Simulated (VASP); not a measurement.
Runs of VASP 6.6.1 on LiH. Symmetry: Fm-3m, No. 225, cubic system. Conventional cell: a = 3.973 Å, b = 3.973 Å, c = 3.973 Å, α = 90.00°, β = 90.00°, γ = 90.00°. Around Li (site symmetry m-3m) lie 6 H at 1.99 Å. H (site symmetry m-3m) is surrounded by 6 Li at 1.99 Å. The cell is a database's computed one.

```csv
level,potentials or basis,k mesh,cutoff (eV),smearing,further INCAR settings,gap on the mesh (eV),pressure (GPa)
PBEsol,"VASP PAW PBE potentials, release 64 (Li_sv, H)",10 × 10 × 10,520,gaussian 0.5 eV,ALGO = Fast; EDIFF = 1e-06,2.72,-
r2SCAN,"VASP PAW PBE potentials, release 64 (Li_sv, H)",10 × 10 × 10,520,gaussian 0.02 eV,ALGO = Normal; EDIFF = 1e-06,(a),-
PBEsol,"VASP PAW PBE potentials, release 64 (Li_sv, H)",16 × 16 × 16,520,gaussian 0.02 eV,ALGO = Fast; EDIFF = 1e-06,2.72,-
PBEsol,"VASP PAW PBE potentials, release 64 (Li_sv, H_h)",10 × 10 × 10,900,gaussian 0.02 eV,ALGO = Fast; EDIFF = 1e-06,2.73,0.1
PBEsol,"VASP PAW PBE potentials, release 64 (Li_sv, H)",10 × 10 × 10,700,gaussian 0.02 eV,ALGO = Fast; EDIFF = 1e-06,2.73,0.0
```

Alike in all rows: task single point; no spin polarisation; cell as given.

**Question.** Fill in the values left out.

**Answer.** (a) 3.57.

Caveats: the PAW data sets were made with another functional, which shifts forces and pressure a little; the cutoff is under 1.25 times the usual one of these potentials, so pressure, stress and relaxed cells hold a basis-set (Pulay) error (some runs).

A k mesh can miss the band edges.
